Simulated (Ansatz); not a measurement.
# HfC (P1) in Ansatz: convergence with ecutrho ratio

Aim: find how far ecutrho ratio must go before the results for HfC settle, at PBE. This setting moves, with any that are tied to it; all else stays.

Everything below comes from runs of Ansatz 0.2.0. Logs are shortened: lines on timing, memory, paths and dates and some standing lists are left out, and cuts for length are marked.

**1. The cell of the first run**

The typed cell holds 2 atoms: a = 3.288 Å, b = 3.288 Å, c = 3.288 Å, α = 60.00°, β = 60.00°, γ = 60.00°.

The cell isn't the ideal one: atoms moved at random, drawn with an rms of 0.05 Å.

**2. With ecutrho ratio 4**

Input file input.yaml:

```yaml
crystal:
  lattice:
    - [0.0, 2.325, 2.325]
    - [2.325, 0.0, 2.325]
    - [2.325, 2.325, 0.0]
  atoms:
    - { symbol: Hf, position: [0.488724, 0.508325, 0.488419] }
    - { symbol: C, position: [-0.009852, 0.0191, -0.006335] }
hamiltonian:
  xc: pbe
  pseudopotentials: { kind: nc, accuracy: stringent }
kpoints:
  mp_grid: { grid: [7, 7, 7] }
scf:
  occupations: { method: methfessel_paxton, width: 0.05 }
output:
  forces: true
  stress: true
  eigenvalues: true
basis:
  ecutrho_ratio: 4
```

Potentials or basis: PseudoDojo stringent (PBE files).

Launch:

```bash
$ ansatz run input.yaml --threads 2 --pin off --max-ram 5632MiB --backend cpu --events-out ev --progress --plain --runs-dir out
```

Log:

```text
Warning: RAYON_NUM_THREADS=2 ignored (pool sized by the plan → 2); use --threads N
Engine: ansatz 0.2.0, aarch64-unknown-linux-gnu
Pseudopotentials: kind: nc
Pseudopotential: Hf, nc, valence charge 26, recommended cutoff 1795.951492 eV (normal), Hf.nc.azcp (PseudoDojo's, or run here from an input of PseudoDojo's; its table is named by hamiltonian.pseudopotentials.accuracy)
Pseudopotential: C, nc, valence charge 4, recommended cutoff 1115.666836 eV (normal), C.nc.azcp (PseudoDojo's, or run here from an input of PseudoDojo's; its table is named by hamiltonian.pseudopotentials.accuracy)
Functional definition: PBE
  parameter kappa = 0.804
  parameter beta = 0.06672455060314922
  exchange = pbe_x(kappa = kappa, mu = beta*pi^2/3)
  correlation = pbe_c(beta = beta)
Crystal: 2 atoms, lattice volume = 25.136 Å³
Basis set: ecut = 1795.951492 eV, 4285 PW (Γ), exchange–correlation on 96×96×96 points (8 copies of the dense FFT grid, shifted against one another)
Bands: 19, of which v1, the nominal top of the filled ones, is band 15 counted from 1 (14 counted from 0)
Symmetry: 1 space group operations
Space group: P1 (ITA 1), of the structure as read, at distance tolerance 2.9e-5 Å
k-points: 172 of 343 (time reversal used)
Non-local potential: Hf, projectors of the file, l = 0: 2, l = 1: 2, l = 2: 2, l = 3: 2
Non-local potential: C, projectors of the file, l = 0: 2, l = 1: 2
Initial density: superposition of atomic densities (chi_scale 0.1, normalization cell, long waves kept (reshape's long-wave potential 0.00 eV rms))
Initial wavefunctions: pseudopotential atomic-orbital guess
Functional: x = pbe(κ = 0.804, μ = 0.2195149727645171), c = pbe(β = 0.06672455060314922)
SCF iter   1: F=—  HF=-7897.478809 eV  |F-HF|=—  |Δ(HF+E_count)|=         —  Δρ=9.08e-2  dr2=2.97e0  ethr=3.10e-3  ⟨swp⟩=5.1  Hψ=14852  notcnv=0
preconditioner: auto → none  [insulator: Δε(μ)=0.308 eV  Ē_g=17.842 eV  σ=0.050 eV  W_gap=0.59  n_scr=14 (ndim 8)  ℏωp=39.2 eV  f_vac=0.000  D(μ)=1.02/eV (n_scr^D=14)  ε∞_Penn≈5.8]
SCF iter   2: F=—  HF=-7897.153141 eV  |F-HF|=—  |Δ(HF+E_count)|=   3.26e-1  S|Δr|=    0.00e0  Δρ=6.93e-2  dr2=1.40e0  ethr=3.10e-3  ⟨swp⟩=3.8  Hψ=6959  notcnv=0  defer=1
SCF iter   3: F=—  HF=-7896.813338 eV  |F-HF|=—  |Δ(HF+E_count)|=   3.40e-1  S|Δr|=    0.00e0  Δρ=1.59e-2  dr2=2.65e-2  ethr=3.10e-3  ⟨swp⟩=3.0  Hψ=5900  notcnv=0  defer=1
SCF iter   4: F=—  HF=-7896.817192 eV  |F-HF|=—  |Δ(HF+E_count)|=   3.85e-3  S|Δr|=    0.00e0  Δρ=2.55e-3  dr2=1.09e-3  ethr=8.84e-5  ⟨swp⟩=2.4  Hψ=5662  notcnv=0  defer=1
SCF iter   5: F=—  HF=-7896.816834 eV  |F-HF|=—  |Δ(HF+E_count)|=   3.58e-4  S|Δr|=    0.00e0  Δρ=1.44e-3  dr2=1.77e-4  ethr=3.63e-6  ⟨swp⟩=2.0  Hψ=5734  notcnv=0  defer=1
SCF iter   6: F=—  HF=-7896.816785 eV  |F-HF|=—  |Δ(HF+E_count)|=   4.84e-5  S|Δr|=    0.00e0  Δρ=8.03e-4  dr2=4.56e-5  ethr=5.90e-7  ⟨swp⟩=2.5  Hψ=5892  notcnv=0  defer=1
SCF iter   7: F=—  HF=-7896.816550 eV  |F-HF|=—  |Δ(HF+E_count)|=   2.36e-4  S|Δr|=    0.00e0  Δρ=4.81e-4  dr2=2.12e-5  ethr=1.52e-7  ⟨swp⟩=2.0  Hψ=5849  notcnv=0  defer=1
SCF iter   8: F=—  HF=-7896.816542 eV  |F-HF|=—  |Δ(HF+E_count)|=   7.22e-6  S|Δr|=    0.00e0  Δρ=4.27e-5  dr2=1.19e-7  ethr=7.05e-8  ⟨swp⟩=2.8  Hψ=5194  notcnv=0  defer=1
SCF iter   9: F=-7896.816542 eV  HF=-7896.816542 eV  |F-HF|=2.60e-9  |Δ(HF+E_count)|=   1.23e-8  S|Δr|=    0.00e0  Δρ=7.13e-6  dr2=6.38e-9  ethr=3.33e-10  ⟨swp⟩=7.3  Hψ=17587  notcnv=0
SCF 1 converged in 9 iterations: F = -7896.816542 eV  dr2 = 6.38e-9
SCF converged after 9 iterations
Stability not checked: this state was not tested for a lower state beside it, because cold or Methfessel-Paxton smearing, or corrected tetrahedra, fill the levels in a way that the test cannot read (fill_not_monotonic; see scf.lower_state_search)
Free energy (F): -7896.816542 eV
Harris-Foulkes:  -7896.816542 eV  (|F-HF|=2.60e-9)
Internal energy: -7896.816141 eV  (E = F + TS)
E sigma→0 (E₀):  -7896.816442 eV
Entropy (-TS):   -0.000402 eV (-0.201 meV/atom)
Fermi energy:    19.365894 eV
--- Per-component energies (eV) ---
  E_band       = 93.126348
  E_kinetic    = 5477.314977
  E_local      = -7281.707198  (includes V_loc(G=0)·N_el)
  E_nonlocal   = -2183.643854
  E_hartree    = 2524.316002
  E_xc         = -1169.958943
  E_vxc        = -967.472666  (∫ρ·V_xc dr)
  E_ewald      = -5263.137124
  E_smearing   = -0.000402  (= −TS)
  E_closure    = -0.000000  (closes the sum)
  Σ components = -7896.816542   (vs F -7896.816542, Δ=0.00e0)
--- Forces (eV/Å), atoms counted from 1 ---
  atom   1  Hf     0.25894226     0.11619934     0.20524384
  atom   2  C     -0.25895203    -0.11621143    -0.20525449
  max |Σ_I F_I| component: 1.21e-5 eV/Å
--- Stress (GPa, compression-positive) ---
        0.383659      -0.134133      -0.219515
       -0.134133       0.061930      -0.093700
       -0.219515      -0.093700       0.270177
  P = ⅓ Tr σ = 0.2386 GPa (2.386 kbar)
--- Band table (eV; the first three rows and the last of 172) ---
  k-point 0: bands = ["-41.7315", "-10.1425", "-10.1419", "-10.1411", "7.1568", "8.4497", "8.4920", "8.4921", "8.4932", "8.5585", "8.5587", "8.5588", "20.3210", "20.3873", "20.4695", "20.8757", "20.9913", "21.0822", "22.8881"]
  k-point 1: bands = ["-41.7240", "-10.2760", "-10.1551", "-10.1542", "7.6334", "8.4571", "8.5015", "8.5037", "8.5148", "8.5479", "8.5482", "8.5592", "18.3313", "18.9570", "19.0112", "21.5247", "21.5399", "21.9011", "24.8008"]
  k-point 2: bands = ["-41.7070", "-10.5641", "-10.1842", "-10.1832", "8.3407", "8.4753", "8.5195", "8.5197", "8.5371", "8.5373", "8.5602", "9.1048", "15.8572", "17.4118", "17.4273", "22.7171", "22.9086", "22.9367", "27.7628"]
  k-point 171: bands = ["-41.6884", "-10.7654", "-10.3023", "-10.2294", "8.3964", "8.4966", "8.4990", "8.5051", "8.5499", "8.5576", "8.5631", "10.7139", "13.8733", "16.6458", "16.7052", "23.8539", "24.5254", "24.7320", "27.7933"]
```

Run time: 28 s. Hardware: 2 threads of Arm Neoverse V1, shared host; peak memory 0.67 GiB.

Results:

- Free energy: -7896.8165 eV
- Pressure: 0.2 GPa
- Largest force: 0.350 eV/Å
- Band gap on the k mesh: none (metal or under the smearing width)

**3. With ecutrho ratio 5**

input.yaml: that of step 2 with these lines changed.

```diff
@@ -20,2 +20,2 @@
 basis:
-  ecutrho_ratio: 4
+  ecutrho_ratio: 5
```

Potentials or basis: PseudoDojo stringent (PBE files).

Launch:

```bash
$ ansatz run input.yaml --threads 2 --pin off --max-ram 5632MiB --backend cpu --events-out ev --progress --plain --runs-dir out
```

Wall time 27 s (2 threads of Arm Neoverse V1, shared host); peak memory 0.69 GiB.

What came out:

```yaml
Free_energy: -7896.8165 eV
Pressure: 0.2 GPa
Largest_force: 0.350 eV/Å
Band_gap_on_the_k_mesh: none (metal or under the smearing width)
```

**4. With ecutrho ratio 6**

input.yaml: that of step 3 with these lines changed.

```diff
@@ -20,2 +20,2 @@
 basis:
-  ecutrho_ratio: 5
+  ecutrho_ratio: 6
```

Launch:

```bash
$ ansatz run input.yaml --threads 2 --pin off --max-ram 5632MiB --backend cpu --events-out ev --progress --plain --runs-dir out
```

Run time: 28 s. Hardware: 2 threads of Arm Neoverse V1, shared host; peak memory 0.73 GiB.

What came out:

| Property | Result |
| --- | --- |
| Free energy | -7896.8165 eV |
| Pressure | 0.2 GPa |
| Largest force | 0.350 eV/Å |
| Band gap on the k mesh | none (metal or under the smearing width) |

**5. With ecutrho ratio 8**

input.yaml: that of step 4 with these lines changed.

```diff
@@ -20,2 +20,2 @@
 basis:
-  ecutrho_ratio: 6
+  ecutrho_ratio: 8
```

Launch:

```bash
$ ansatz run input.yaml --threads 2 --pin off --max-ram 5632MiB --backend cpu --events-out ev --progress --plain --runs-dir out
```

Wall time 28 s (2 threads of Arm Neoverse V1, shared host); peak memory 0.82 GiB.

The run converged. Its results:

```yaml
Free_energy: -7896.8165 eV
Pressure: 0.2 GPa
Largest_force: 0.350 eV/Å
Band_gap_on_the_k_mesh: none (metal or under the smearing width)
```

**6. With ecutrho ratio 10**

input.yaml: that of step 5 with these lines changed.

```diff
@@ -20,2 +20,2 @@
 basis:
-  ecutrho_ratio: 8
+  ecutrho_ratio: 10
```

Potentials or basis: PseudoDojo stringent (PBE files).

Launch:

```bash
$ ansatz run input.yaml --threads 2 --pin off --max-ram 5632MiB --backend cpu --events-out ev --progress --plain --runs-dir out
```

It took 27 s on 2 threads of Arm Neoverse V1, shared host; peak memory 0.83 GiB.

The run converged. Its results:

| Quantity | Value |
| --- | --- |
| Free energy | -7896.8165 eV |
| Pressure | 0.2 GPa |
| Largest force | 0.350 eV/Å |
| Band gap on the k mesh | none (metal or under the smearing width) |

**7. With ecutrho ratio 12**

input.yaml: that of step 6 with these lines changed.

```diff
@@ -20,2 +20,2 @@
 basis:
-  ecutrho_ratio: 10
+  ecutrho_ratio: 12
```

Launch:

```bash
$ ansatz run input.yaml --threads 2 --pin off --max-ram 5632MiB --backend cpu --events-out ev --progress --plain --runs-dir out
```

Wall time 26 s (2 threads of Arm Neoverse V1, shared host); peak memory 0.92 GiB.

It converged, with:

| Quantity | Value |
| --- | --- |
| Free energy | -7896.8165 eV |
| Pressure | 0.2 GPa |
| Largest force | 0.350 eV/Å |
| Band gap on the k mesh | none (metal or under the smearing width) |

**8. Result**

| ecutrho ratio | energy less the tightest run, at zero smearing (meV/atom) | SCF cycles | CPU time (s) | peak memory (GiB) |
| --- | --- | --- | --- | --- |
| 4 | 0.00 | 9 | 55 | 0.67 |
| 5 | 0.00 | 9 | 54 | 0.69 |
| 6 | 0.00 | 9 | 55 | 0.73 |
| 8 | 0.00 | 9 | 56 | 0.82 |
| 10 | 0.00 | 9 | 53 | 0.83 |
| 12 | 0.00 | 9 | 52 | 0.92 |

Against the tightest run, the energy stays within 1 meV/atom from 4 on. The tightest run that finished is the yardstick and may itself not be fully converged.
